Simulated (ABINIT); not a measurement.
# W (Im-3m) in ABINIT: notebook

Aim: see how the results for W move with the level of theory and the settings. Levels: LDA, PBE. Tasks: single point, relaxation of cell and atoms.

Program: ABINIT 10.8.3 (patched build). These are calculated values, not measurements. Logs are shortened: lines on timing, memory, paths and dates and some standing lists are left out, and cuts for length are marked. The log counts tension as positive stress, the text compression.

## (1) The structure

The structure is cubic, space group Im-3m (No. 229). Conventional cell: a = 3.165 Å, b = 3.165 Å, c = 3.165 Å, α = 90.00°, β = 90.00°, γ = 90.00°. Around W (site symmetry m-3m) lie 8 W at 2.74 Å.

## (2) Single point, LDA

Contents of run.abi:

```
pp_dirpath "./"
pseudos "W.upf"

acell 3*1.0 Angstrom
rprim
    -1.5823450000     1.5823450000     1.5823450000
     1.5823450000    -1.5823450000     1.5823450000
     1.5823450000     1.5823450000    -1.5823450000
ntypat 1
znucl 74
natom 1
typat 1
xcart
     0.0000000000     0.0000000000     0.0000000000 Angstrom

ecut 30.0

kptopt 1
ngkpt 9 9 9
nshiftk 1
shiftk 0.0 0.0 0.0

ixc 7

nband 11
occopt 3
tsmear 0.05 eV

nstep 100
tolvrs 1.0e-10

iomode 3
prtwf 0
prteig 0
prtebands 0
enunit 2
prtden 1
prtvha 1
prtvclmb 1
prtpot 1
prtelf 1
```

Potentials or basis: PseudoDojo NC SR LDA v0.4.1 standard.

Run with:

```console
$ abinit run.abi > log 2>&1
```

run.abo:

```text
.Version 10.8.3 of ABINIT
 Symmetries : space group Im -3 m (#229); Bravais cI (body-center cubic)
================================================================================
 Values of the parameters that define the memory need of the present run
     intxc =       0    ionmov =       0      iscf =       7    lmnmax =       8
     lnmax =       8     mgfft =      27  mpssoang =       4    mqgrid =    3001
     natom =       1  nloc_mem =       1    nspden =       1   nspinor =       1
    nsppol =       1      nsym =      48    n1xccc =    2501    ntypat =       1
    occopt =       3   xclevel =       1
       mpw =         855          nfft =       19683          nkpt =          35
================================================================================
================================================================================

--------------------------------------------------------------------------------
------------- Echo of variables that govern the present computation ------------
--------------------------------------------------------------------------------
 -outvars: echo values of preprocessed input variables --------
            acell      1.8897261259E+00  1.8897261259E+00  1.8897261259E+00 Bohr
              amu      1.83850000E+02
             ecut      3.00000000E+01 Hartree
           enunit           2
              ixc           7
         kptrlatt        9    0    0      0    9    0      0    0    9
          kptrlen      4.66125845E+01
            natom           1
            nband          11
            ngfft          27      27      27
             nkpt          35
            nstep         100
             nsym          48
           ntypat           1
           occopt           3
        prtebands           0
           prteig           0
           prtelf           1
           prtpot           1
         prtvclmb           1
           prtvha           1
            prtwf           0
            rprim     -1.5823450000E+00  1.5823450000E+00  1.5823450000E+00
                       1.5823450000E+00 -1.5823450000E+00  1.5823450000E+00
                       1.5823450000E+00  1.5823450000E+00 -1.5823450000E+00
          spgroup         229
           tolvrs      1.00000000E-10
           tsmear      1.83746611E-03 Hartree
            typat      1
            znucl       74.00000

================================================================================

 chkinp: Checking input parameters for consistency.

================================================================================
== DATASET  1 ==================================================================

--- !DatasetInfo
iteration_state: {dtset: 1, }
dimensions: {natom: 1, nkpt: 35, mband: 11, nsppol: 1, nspinor: 1, nspden: 1, mpw: 855, }
cutoff_energies: {ecut:  30.0, pawecutdg:  -1.0, }
electrons: {nelect:   1.40000000E+01, charge:   0.00000000E+00, occopt:   3.00000000E+00, tsmear:   1.83746611E-03, }
meta: {optdriver: 0, ionmov: 0, optcell: 0, iscf: 7, paral_kgb: 0, }
...

 Exchange-correlation functional for the present dataset will be:
  LDA: Perdew-Wang 92 LSD fit to Ceperley-Alder data - ixc=7
  J.P.Perdew and Y.Wang, PRB 45, 13244 (1992)

 Real(R)+Recip(G) space primitive vectors, cartesian coordinates (Bohr,Bohr^-1):
 R(1)= -2.9901987  2.9901987  2.9901987  G(1)=  0.0000000  0.1672130  0.1672130
 R(2)=  2.9901987 -2.9901987  2.9901987  G(2)=  0.1672130  0.0000000  0.1672130
 R(3)=  2.9901987  2.9901987 -2.9901987  G(3)=  0.1672130  0.1672130  0.0000000
 Unit cell volume ucvol=  1.0694491E+02 bohr^3
 Angles (23,13,12)=  1.09471221E+02  1.09471221E+02  1.09471221E+02 degrees

 getcut: wavevector=  0.0000  0.0000  0.0000  ngfft=  27  27  27
         ecut(hartree)=     30.000   => boxcut(ratio)=   2.03905

--- Pseudopotential description ------------------------------------------------
- pspini: atom type   1  psp file is ./W.upf
12 -1012 3 -1 1380                            pspcod,pspxc,lmax,lloc,mmax
     nproj     2     2     2     2

   1.57865041E+02                                ecore*ucvol(ha*bohr**3)
--------------------------------------------------------------------------------

================================================================================

--- !BeginCycle
iteration_state: {dtset: 1, }
solver: {iscf: 7, nstep: 100, nline: 4, wfoptalg: 0, }
tolerances: {tolvrs: 1.00E-10, }
...

     iter   Etot(hartree)      deltaE(h)  residm     vres2
 ETOT  1  -75.902075521581    -7.590E+01 4.240E-01 2.201E+01
 ETOT  2  -75.924122680027    -2.205E-02 4.547E-02 2.211E+00
 ETOT  3  -75.924706370108    -5.837E-04 1.799E-03 6.044E-04
 ETOT  4  -75.924706671441    -3.013E-07 1.854E-03 3.414E-06
 ETOT  5  -75.924706672244    -8.039E-10 2.826E-04 1.535E-08
 ETOT  6  -75.924706672248    -3.936E-12 6.661E-04 1.695E-10
 ETOT  7  -75.924706672246     2.132E-12 8.503E-05 5.784E-14

 At SCF step    7       vres2   =  5.78E-14 < tolvrs=  1.00E-10 =>converged.

 Compute ELF
--------------------------------------------------------------------------------

 Compute kinetic energy density

 Compute gradient of the electron density
 Electron Localization Function (ELF) [min:0;max:1]
)     Maximum=    8.3610E-01  at reduced coord.    0.7778    0.9630    0.9630
)     Minimum=    1.2606E-03  at reduced coord.    0.0000    0.0000    0.0000
   Integrated=    4.1477E+01

--------------------------------------------------------------------------------
 End of ELF section

 Cartesian components of stress tensor (hartree/bohr^3)
  sigma(1 1)=  3.50079186E-04  sigma(3 2)=  0.00000000E+00
  sigma(2 2)=  3.50079186E-04  sigma(3 1)=  0.00000000E+00
  sigma(3 3)=  3.50079186E-04  sigma(2 1)=  0.00000000E+00

--- !ResultsGS
iteration_state: {dtset: 1, }
comment   : Summary of ground state results
lattice_vectors:
- [ -2.9901987,   2.9901987,   2.9901987, ]
- [  2.9901987,  -2.9901987,   2.9901987, ]
- [  2.9901987,   2.9901987,  -2.9901987, ]
lattice_lengths: [   5.17918,    5.17918,    5.17918, ]
lattice_angles: [109.471, 109.471, 109.471, ] # degrees, (23, 13, 12)
lattice_volume:   1.0694491E+02
convergence: {deltae:  2.132E-12, res2:  5.784E-14, residm:  8.503E-05, diffor: null, }
etotal    :  -7.59247067E+01
entropy   :   0.00000000E+00
fermie    :   7.11294082E-01
cartesian_stress_tensor: # hartree/bohr^3
- [  3.50079186E-04,   0.00000000E+00,   0.00000000E+00, ]
- [  0.00000000E+00,   3.50079186E-04,   0.00000000E+00, ]
- [  0.00000000E+00,   0.00000000E+00,   3.50079186E-04, ]
pressure_GPa:  -1.0300E+01
xred      :
- [  0.0000E+00,   0.0000E+00,   0.0000E+00,  W]
cartesian_forces: # hartree/bohr
- [  0.00000000E+00,   0.00000000E+00,   0.00000000E+00, ]
force_length_stats: {min:   0.00000000E+00, max:   0.00000000E+00, mean:   0.00000000E+00, }
...

 Integrated electronic density in atomic spheres:
 ------------------------------------------------
 Atom  Sphere_radius  Integrated_density
    1        2.00000         10.19248071
================================================================================

 ----iterations are completed or convergence reached----

 Mean square residual over all n,k,spin=   41.477E-08; max=  85.025E-06
 reduced coordinates (array xred) for    1 atoms
       0.000000000000      0.000000000000      0.000000000000
 rms dE/dt=  1.0518E-30; max dE/dt=  0.0000E+00; dE/dt below (all hartree)
    1      -0.000000000000     -0.000000000000     -0.000000000000

 cartesian coordinates (angstrom) at end:
    1      0.00000000000000     0.00000000000000     0.00000000000000

 cartesian forces (hartree/bohr) at end:
    1      0.00000000000000     0.00000000000000     0.00000000000000
 frms,max,avg= 0.0000000E+00 0.0000000E+00   0.000E+00  0.000E+00  0.000E+00 h/b

 cartesian forces (eV/Angstrom) at end:
    1      0.00000000000000     0.00000000000000     0.00000000000000
 frms,max,avg= 0.0000000E+00 0.0000000E+00   0.000E+00  0.000E+00  0.000E+00 e/A
 length scales=  1.889726125908  1.889726125908  1.889726125908 bohr
              =  1.000000000000  1.000000000000  1.000000000000 angstroms
 Fermi (or HOMO) energy (hartree) =   0.71129   Average Vxc (hartree)=  -0.52699
 Eigenvalues (hartree) for nkpt=  35  k points:
 kpt#   1, nband= 11, wtk=  0.00137, kpt=  0.0000  0.0000  0.0000 (reduced coord)
  -2.01619   -0.67649   -0.67649   -0.67649    0.35679    0.66331    0.66331    0.66331
   0.78996    0.78996    1.24624
      occupation numbers for kpt#   1
   2.00000    2.00000    2.00000    2.00000    2.00000    2.00000    2.00000    2.00000
   0.00000    0.00000    0.00000
 prteigrs : prtvol=0 or 1, do not print more k-points.

 Fermi (or HOMO) energy (eV) =  19.35530   Average Vxc (eV)= -14.34026
 Eigenvalues (   eV  ) for nkpt=  35  k points:
 kpt#   1, nband= 11, wtk=  0.00137, kpt=  0.0000  0.0000  0.0000 (reduced coord)
 -54.86345  -18.40810  -18.40810  -18.40810    9.70866   18.04953   18.04953   18.04953
  21.49595   21.49595   33.91193
 prteigrs : prtvol=0 or 1, do not print more k-points.

--- !EnergyTerms
iteration_state     : {dtset: 1, }
comment             : Components of total free energy in Hartree
kinetic             :  2.03162709087398E+01
hartree             :  8.03451987048578E+00
xc                  : -1.64701353710530E+01
Ewald energy        : -5.96356489015692E+01
psp_core            :  1.47613417432639E+00
local_psp           : -4.23775329883061E+01
non_local_psp       :  1.27320002294637E+01
internal            : -7.59243920779126E+01
'-kT*entropy'       : -3.14594333629769E-04
total_energy        : -7.59247066722463E+01
total_energy_eV     : -2.06601651887130E+03
band_energy         : -4.69919295311735E+00
...

 Cartesian components of stress tensor (hartree/bohr^3)
  sigma(1 1)=  3.50079186E-04  sigma(3 2)=  0.00000000E+00
  sigma(2 2)=  3.50079186E-04  sigma(3 1)=  0.00000000E+00
  sigma(3 3)=  3.50079186E-04  sigma(2 1)=  0.00000000E+00

-Cartesian components of stress tensor (GPa)         [Pressure= -1.0300E+01 GPa]
- sigma(1 1)=  1.02996852E+01  sigma(3 2)=  0.00000000E+00
- sigma(2 2)=  1.02996852E+01  sigma(3 1)=  0.00000000E+00
- sigma(3 3)=  1.02996852E+01  sigma(2 1)=  0.00000000E+00

== END DATASET(S) ==============================================================
================================================================================

 -outvars: echo values of variables after computation  --------
            acell      1.8897261259E+00  1.8897261259E+00  1.8897261259E+00 Bohr
           etotal     -7.5924706672E+01
            fcart      0.0000000000E+00  0.0000000000E+00  0.0000000000E+00
            rprim     -1.5823450000E+00  1.5823450000E+00  1.5823450000E+00
                       1.5823450000E+00 -1.5823450000E+00  1.5823450000E+00
                       1.5823450000E+00  1.5823450000E+00 -1.5823450000E+00
           strten      3.5007918606E-04  3.5007918606E-04  3.5007918606E-04
                       0.0000000000E+00  0.0000000000E+00  0.0000000000E+00
 Calculation completed.
```

Wall time 4.6 s (1 thread of AMD EPYC 9R45 (Zen 5), shared host); peak memory 0.06 GiB.

Results:

- Free energy: -2066.0165 eV
- Pressure: -10.3 GPa
- Band gap on the k mesh: none (metal or under the smearing width)
- Valence electrons inside the program's atomic spheres: W 10.19 (radii [1.0584] Å)

The run has no spin-orbit coupling, so splittings on W are missing.

## (3) Single point, PBE

Contents of run.abi:

```
# Pseudopotentials
pp_dirpath "./"
pseudos "W.upf"

# Structure
acell 2.7407019351 2.7407019351 2.7407019351 Angstrom
rprim
    -0.5773502692     0.5773502692     0.5773502692
     0.5773502692    -0.5773502692     0.5773502692
     0.5773502692     0.5773502692    -0.5773502692
ntypat 1
znucl 74
natom 1
typat 1
xred
     0.0000000000     0.0000000000     0.0000000000

# Plane-wave basis
ecut 30.0

# k points
kptopt 1
ngkpt 9 9 9
nshiftk 1
shiftk 0.0 0.0 0.0

# Exchange and correlation
ixc 11

# Bands and occupations
nband 11
occopt 3
tsmear 0.00183747

# SCF cycle
nstep 100
tolvrs 1.0e-10

# Output
iomode 3
prtwf 0
prtden 0
prteig 0
prtebands 0
enunit 2
```

Potentials or basis: PseudoDojo NC SR PBE v0.4.1 standard.

Run with:

```console
$ abinit run.abi > log 2>&1
```

Run time: 10 s. Hardware: 1 thread of Intel Xeon Platinum 8259CL at 2.50GHz (Skylake/Cascade Lake), shared host; peak memory 0.06 GiB.

It converged, with:

```yaml
Free_energy: -2064.0714 eV
Pressure: 5.1 GPa
Band_gap_on_the_k_mesh: none (metal or under the smearing width)
Valence_electrons_inside_the_program's_atomic_spheres: W 10.18 (radii [1.0584] Å)
```

Levels at points of the mesh, in eV from the Fermi level:
```csv
k point,band 4,band 5,band 6,band 7,band 8,band 9,band 10,band 11
"(0.00, 0.00, 0.00)",-37.81,-9.71,-1.30,-1.30,-1.30,2.19,2.19,14.43
```

## (4) Relaxation of cell and atoms, LDA

Contents of run.abi:

```
# Pseudopotentials
pp_dirpath "./"
pseudos "W.upf"

# Structure
acell 2.7407019351 2.7407019351 2.7407019351 Angstrom
rprim
    -0.5773502692     0.5773502692     0.5773502692
     0.5773502692    -0.5773502692     0.5773502692
     0.5773502692     0.5773502692    -0.5773502692
ntypat 1
znucl 74
natom 1
typat 1
chkprim 0
chksymtnons 0
tolsym 1.0e-6
xred
            0.0            0.0            0.0

# Plane-wave basis
ecut 952.398519 eV
ecutsm 0.5

# k points
kptopt 1
ngkpt 9 9 9
nshiftk 1
shiftk 0.0 0.0 0.0

# Exchange and correlation
ixc 7

# Bands and occupations
nband 11
occopt 3
tsmear 0.05 eV

# SCF cycle
nstep 80
tolvrs 1.0e-12

# Output
iomode 3
prteig 0
prtebands 0
prtwf 0
prtden 0

# Relaxation
ionmov 2
optcell 2
ntime 50
tolmxf 2.0e-5
dilatmx 1.08
```

Potentials or basis: PseudoDojo NC SR LDA v0.4.1 standard.

Run with:

```console
$ mpirun --bind-to none -np 4 abinit run.abi > log 2>&1
```

Wall time 11 s (4 MPI ranks of Intel Xeon 6975P-C (Granite Rapids), shared host); peak memory 0.24 GiB.

The run converged. Its results:

```yaml
Free_energy: -2066.0361 eV
Relaxed_volume: 15.36 Å³/atom
Relaxed_cell: a = 2.712 Å, b = 2.712 Å, c = 2.712 Å, α = 109.47°, β = 109.47°, γ = 109.47°
Space_group_after_relaxing_to_0.05_Å: Im-3m (No. 229)
Energy_gained_by_relaxing: 15.3 meV/atom
Ionic_steps: 4
Pressure_after_relaxing: 0.0 GPa
Band_gap_on_the_k_mesh: none (metal or under the smearing width)
```

The path:
| step | energy change (eV) | largest force (eV/Å) | pressure (GPa) | volume (Å³) |
| --- | --- | --- | --- | --- |
| 1 | 0.0000 | 0.0000 | -9.86 | 15.85 |
| 2 | -0.0153 | 0.0000 | -0.27 | 15.37 |
| 3 | -0.0153 | 0.0000 | 0.01 | 15.36 |
| 4 | -0.0153 | 0.0000 | 0.00 | 15.36 |

Final structure:
```
CELL_PARAMETERS angstrom
-1.56602 1.56602 1.56602
1.56602 -1.56602 1.56602
1.56602 1.56602 -1.56602
ATOMIC_POSITIONS crystal
W 0.00000 0.00000 0.00000
```

## (5) Summary

| task | level | potentials or basis | cell | cutoff (eV) | cell freedom (optcell) | optimiser (ionmov) | cutoff smearing ecutsm (Ha) | force stop (Ha/bohr) | gap on the mesh (eV) | pressure (GPa) |
| --- | --- | --- | --- | --- | --- | --- | --- | --- | --- | --- |
| single point | LDA | PseudoDojo NC SR LDA v0.4.1 standard | as given | 816 | - | - | - | - | none | -10.3 |
| single point | PBE | PseudoDojo NC SR PBE v0.4.1 standard | as given | 816 | - | - | - | - | none | 5.1 |
| relaxation of cell and atoms | LDA | PseudoDojo NC SR LDA v0.4.1 standard | relaxed | 952 | 2 | 2 | 0.5 | 2e-05 | none | 0.0 |

Alike in all rows: no spin polarisation; k mesh 9 × 9 × 9; smearing fermi-dirac 0.05 eV.

Absolute energies hang on the potentials; compare differences alone.
